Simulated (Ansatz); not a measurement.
Something may be wrong with this Ansatz 0.2.0 calculation of Ge.

File input.yaml:

```yaml
crystal:
  lattice:
    - [-2.495898, 2.650863, 1.436947]
    - [2.495898, -2.650863, 1.436947]
    - [2.495898, 2.650863, -1.436947]
  atoms:
    - { symbol: Ge, position: [0.314057, 0.064057, 0.25] }
    - { symbol: Ge, position: [0.685943, 0.935943, 0.75] }
hamiltonian:
  xc: pbesol
  pseudopotentials: { kind: paw }
kpoints:
  mp_grid: { grid: [0, 11, 11] }
scf:
  occupations: { method: fermi_dirac, width: 0.05 }
  max_iter: 50
output:
  forces: true
  stress: true
  eigenvalues: true
relax:
  f_tol: 0.01
  max_steps: 40
  cell: { stress_tol: 0.05 }
```

Potentials or basis: Ansatz PAW.

Launch:

```sh
$ ansatz run input.yaml --threads 2 --pin off --max-ram 5632MiB --backend cpu --events-out ev --progress --plain --runs-dir out
```

Output:

```text
Error: invalid value for `kpoints.mp_grid.grid`: each dimension must be in 1..=255
```

Task: How did it end, and where is the flaw?

Result: The input was rejected before any iteration. The input holds a flaw that was put in on purpose: a mesh with a zero or a mesh and a spacing (kpoints.mp_grid.grid = [0, 11, 11]).

A sound run on the same cell differs in these lines of the main input:
```diff
@@ -13 +13 @@
-  mp_grid: { grid: [0, 11, 11] }
+  mp_grid: { grid: [11, 11, 11] }
@@ -16 +15,0 @@
-  max_iter: 50
```
